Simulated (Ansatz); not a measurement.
Space group Im-3m (No. 229). a = 6.010 Å, b = 6.010 Å, c = 6.010 Å, α = 90.00°, β = 90.00°, γ = 90.00°
```tsv
atom	site	symmetry	x	y	z
Cs	2a	m-3m	0.0000	0.0000	0.0000
```

Equation of state of this Cs structure (not necessarily the ground state), with shape and atoms relaxed at each volume where symmetry leaves them free. It has no gap at any of these volumes. These are results of Ansatz, DFT PBEsol, scalar-relativistic, plane waves, PAW, not measurements.

Settings: cutoff 420 eV, Γ-centred mesh 10×10×10 on the computed 1-atom cell, Gaussian smearing of 0.10 eV; no spin polarisation.

```tsv
V (Å³/atom)	E − E(largest V) (meV/atom)	P (GPa)
95.532	6.04	0.32
98.789	0.66	0.22
102.046	-2.97	0.14
105.302	-5.05	0.07
108.559	-5.75	0.00
111.816	-5.23	-0.06
115.073	-3.62	-0.11
119.415	0.00	-0.16
```

Problem. Fit a third-order Birch–Murnaghan equation to E(V).

Solution. V0 = 108.73 Å³/atom, B0 = 2 GPa, B0' = 3.0.

Spin-orbit coupling is left out, which matters for the bands of heavy elements.